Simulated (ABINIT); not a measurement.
Runs of ABINIT 10.8.3 (patched build) on P. Symmetry: Cmce, No. 64, orthorhombic system. The conventional cell has a = 3.295 Å, b = 10.930 Å, c = 4.544 Å, α = 90.00°, β = 90.00°, γ = 90.00°. P (site symmetry m) is surrounded by 3 P at 2.20 to 2.25 Å. 

```csv
task,level,potentials or basis,cell,k mesh,cutoff (eV),fine-grid cutoff,cutoff smearing ecutsm (Ha),stop of the response cycle (tolvrs),acoustic sum rule (asr),cell freedom (optcell),mesh quality,gap on the mesh (eV),pressure (GPa),largest force (eV/Å)
single point,LDA,PseudoDojo NC SR LDA v0.4.1 standard,as given,6 × 6 × 4,490,-,-,-,-,-,not flagged,none,-2.3,0.19
single point,PBEsol,JTH PAW PBE v2.0,as given,3 × 3 × 2,544,1088.46 eV,-,-,-,-,coarse,0.55,-0.1,0.37
phonons,LDA,PseudoDojo NC SR LDA v0.4.1 standard,cell relaxed at zero pressure by an earlier run,6 × 6 × 4,490,-,0.5,1e-08,1,-,coarse,none,0.0,-
single point,PBEsol,JTH PAW PBE v2.0,as given,6 × 6 × 5,544,1088.46 eV,-,-,-,-,not flagged,none,-0.5,0.31
single point,LDA,JTH PAW LDA v2.0,as given,5 × 5 × 4,544,1088.46 eV,-,-,-,-,not flagged,(a),-2.0,0.20
single point,LDA,PseudoDojo NC SR LDA v0.4.1 standard,cell relaxed,6 × 6 × 4,490,-,-,-,-,-,coarse,none,-0.1,-
single point,r2SCAN,JTH PAW PBE v2.0,as given,3 × 3 × 2,653,1251.72 eV,-,-,-,-,coarse,0.86,1.1,0.27
single point,LDA,JTH PAW LDA v2.0,as given,6 × 6 × 5,544,1088.46 eV,-,-,-,-,not flagged,none,-2.1,0.20
single point,LDA,JTH PAW LDA v2.0,as given,3 × 3 × 2,544,1088.46 eV,-,-,-,-,coarse,0.52,-1.8,(b)
single point,PBEsol,JTH PAW PBE v2.0,as given,5 × 5 × 4,544,1088.46 eV,-,-,-,-,not flagged,0.37,-0.4,0.31
relaxation of cell and atoms,LDA,PseudoDojo NC SR LDA v0.4.1 standard,relaxed,6 × 6 × 4,490,-,0.5,-,-,2,not flagged,none,0.0,-
```

Alike in all rows: no spin polarisation; smearing fermi-dirac 0.05 eV.

Task: Fill in the values left out.

Result: (a) 0.34; (b) 0.34.

Caveats: some runs use coarse meshes; an odd mesh through Γ misses points on the zone boundary, where band edges often lie (some runs); the PAW data sets were made with another functional, which shifts forces and pressure a little (some runs); the mesh is coarse for a metal's response (some runs).

A gap of «none» marks a metal or a gap under the smearing width.

Runs at the PBE level aren't shown here.
